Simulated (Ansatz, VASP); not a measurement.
**Al2O3 in VASP and in Ansatz**

File INCAR:

```
SYSTEM = Al2O3
PREC = Accurate
ENCUT = 900
EDIFF = 1E-6
ISMEAR = -1
SIGMA = 0.05
LREAL = .False.
LASPH = .True.
NELM = 100
ALGO = Fast
ISIF = 2
LWAVE = .False.
LCHARG = .False.
GGA = PE
```

KPOINTS

```
regular mesh
0
Gamma
  8 8 3
  0 0 0
```

POSCAR

```
Al2O3
1.0
    2.8843249483      0.0000000000      0.0000000000
   -1.4421624742      2.4978986780      0.0000000000
    0.0000000000      0.0000000000      9.3367544600
Al O
2 3
Direct
    0.0000000000      0.0000000000      0.8500076700
    0.0000000000      0.0000000000      0.1499923300
    0.3333333333      0.6666666667      0.7776830800
    0.6666666667      0.3333333333      0.0000000000
    0.3333333333      0.6666666667      0.2223169200
```

Contents of KPOINTS_OPT:

```
path GMKGALHA,LM,KH
10
line-mode
reciprocal
 0.0000000000  0.0000000000  0.0000000000  G
 0.5000000000  0.0000000000  0.0000000000  M

 0.5000000000  0.0000000000  0.0000000000  M
 0.3333333333  0.3333333333  0.0000000000  K

 0.3333333333  0.3333333333  0.0000000000  K
 0.0000000000  0.0000000000  0.0000000000  G

 0.0000000000  0.0000000000  0.0000000000  G
 0.0000000000  0.0000000000  0.5000000000  A

 0.0000000000  0.0000000000  0.5000000000  A
 0.5000000000  0.0000000000  0.5000000000  L

 0.5000000000  0.0000000000  0.5000000000  L
 0.3333333333  0.3333333333  0.5000000000  H

 0.3333333333  0.3333333333  0.5000000000  H
 0.0000000000  0.0000000000  0.5000000000  A

 0.5000000000  0.0000000000  0.5000000000  L
 0.5000000000  0.0000000000  0.0000000000  M

 0.3333333333  0.3333333333  0.0000000000  K
 0.3333333333  0.3333333333  0.5000000000  H
```

The input input.yaml:

```yaml
crystal:
  lattice:
    - [2.8843249483, 0.0, 0.0]
    - [-1.4421624742, 2.497898678, 0.0]
    - [0.0, 0.0, 9.33675446]
  atoms:
    - { symbol: Al, position: [0.0, 0.0, 0.85000767] }
    - { symbol: Al, position: [0.0, 0.0, 0.14999233] }
    - { symbol: O, position: [0.3333333333, 0.6666666667, 0.77768308] }
    - { symbol: O, position: [0.6666666667, 0.3333333333, 0.0] }
    - { symbol: O, position: [0.3333333333, 0.6666666667, 0.22231692] }
hamiltonian:
  xc: pbe
  pseudopotentials: { kind: paw }
kpoints:
  mp_grid: { grid: [8, 8, 3] }
  band_path:
    path:
      - [[0.0, 0.0, 0.0], [0.5, 0.0, 0.0], [0.3333333333, 0.3333333333, 0.0], [0.0, 0.0, 0.0], [0.0, 0.0, 0.5], [0.5, 0.0, 0.5], [0.3333333333, 0.3333333333, 0.5], [0.0, 0.0, 0.5]]
      - [[0.5, 0.0, 0.5], [0.5, 0.0, 0.0]]
      - [[0.3333333333, 0.3333333333, 0.0], [0.3333333333, 0.3333333333, 0.5]]
    npoints: 14
scf:
  occupations: { method: fermi_dirac, width: 0.05 }
  n_extra_bands: 12
output:
  forces: true
  stress: true
  eigenvalues: true
  fatbands: false
  write_density: true
  write_potential: true
  elf: true
  volumetric_format: npy
```

Measurements of this composition are mostly on another form, of space group No. 167.

Alike in both runs: task band structure; functional PBE; k mesh 8 × 8 × 3; occupations fermi-dirac, width 0.05 eV; no spin polarisation.

|  | VASP | Ansatz |
| --- | --- | --- |
| version | VASP 6.6.1 | Ansatz 0.2.0 |
| potentials or method | VASP PAW PBE potentials, release 54 (Al, O) | Ansatz PAW |
| plane-wave cutoff (eV) | 900 | 420 |
| valence electrons in the cell | 24 | 24 |

|  | VASP | Ansatz | Ansatz less VASP |
| --- | --- | --- | --- |
| gap on the k mesh at the Fermi level (eV) | 4.78 | 4.80 | +0.017 |
| least direct gap on the mesh (eV) | 5.01 | 5.03 | +0.015 |
| gap along the band path (eV) | 4.77 | 4.79 | +0.019 |
| pressure (GPa) | 0.1 | 0.1 | -0.07 |
| largest component of the traceless stress (GPa) | 0.15 | 0.04 | -0.108 |
| rms of the force components (eV/Å) | 0.002 | 0.022 | +0.0197 |

Atom by atom the forces differ by 0.020 eV/Å (rms over components). With one functional, cell and mesh, what is left measures potentials, basis and numerics.

Caveats: the pressure holds a Pulay correction of +0.5 GPa for the finite cutoff (Ansatz).
